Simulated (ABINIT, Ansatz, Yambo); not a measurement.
Cost and result for the band gap of P

```
P
1.0
     3.28373    0.00000    0.00000
     0.00000   34.85703    0.00000
     0.00000    0.00000    4.63208
P
4
Direct
  0.50000 0.97026 0.90785
  0.50000 0.02974 0.09215
  0.00000 0.02974 0.40785
  0.00000 0.97026 0.59215
```

This isn't the form of P at room conditions, which is orthorhombic.

The cell holds a layer with vacuum beside it, so values per volume hang on the cell's height.

| rung | level | program and potentials | cutoff (eV) | k mesh | task | core time | chip | band gap (eV) | notes |
| --- | --- | --- | --- | --- | --- | --- | --- | --- | --- |
| Hartree-Fock | Hartree-Fock on PBEsol | Yambo, PseudoDojo 0.4.1 SR PBEsol standard | 599 | 4 × 1 × 4 | Hartree-Fock levels | 1.2 s | Intel Xeon 6975P-C Granite Rapids | 6.05 | coarse mesh |
| LDA | LDA | Ansatz, all-electron LAPW, scalar-relativistic | - | 8 × 1 × 6 | band structure | 89 s | Intel Xeon Platinum 8375C Ice Lake | 0.84 | from the band path |
| GGA | PBEsol | Ansatz, PAW datasets made for the crystal | 220 | 8 × 1 × 6 | band structure | 94 s | Intel Xeon Skylake/Cascade Lake | 0.88 | from the band path |
| GGA | PBEsol | Ansatz, all-electron LAPW, scalar-relativistic | - | 8 × 1 × 6 | band structure | 94 s | Intel Xeon Platinum 8375C Ice Lake | 0.88 | from the band path |
| LDA | LDA | ABINIT, PseudoDojo NC SR LDA v0.4.1 standard | 490 | 6 × 1 × 4 | single point | 4.8 min | Arm Neoverse V1 | 0.85 | - |
| GGA | PBEsol | ABINIT, PseudoDojo NC SR PBEsol v0.4.1 standard | 599 | 6 × 1 × 4 | single point | 7.2 min | Arm Neoverse V2 | 0.88 | - |

Times are single runs on shared hosts and different chips, so they are rough; meshes, cutoffs and the tasks' sizes weigh on the time. All rows: no spin polarisation. Gaps are the least found on the k mesh or the band path, and a mesh can miss the band edges. Meshes differ between rows, which moves values too. All levels ran on this one cell, unrelaxed unless noted. Meshes are those of the run's cell of 4 atoms unless a note names another. Runs on faulty files, with rough fits or with known faults for this quantity aren't shown. PBE isn't shown for this crystal. No row holds spin-orbit coupling.

By rung: LDA 0.84 to 0.85; GGA 0.88; Hartree-Fock on coarse meshes 6.05 (eV).
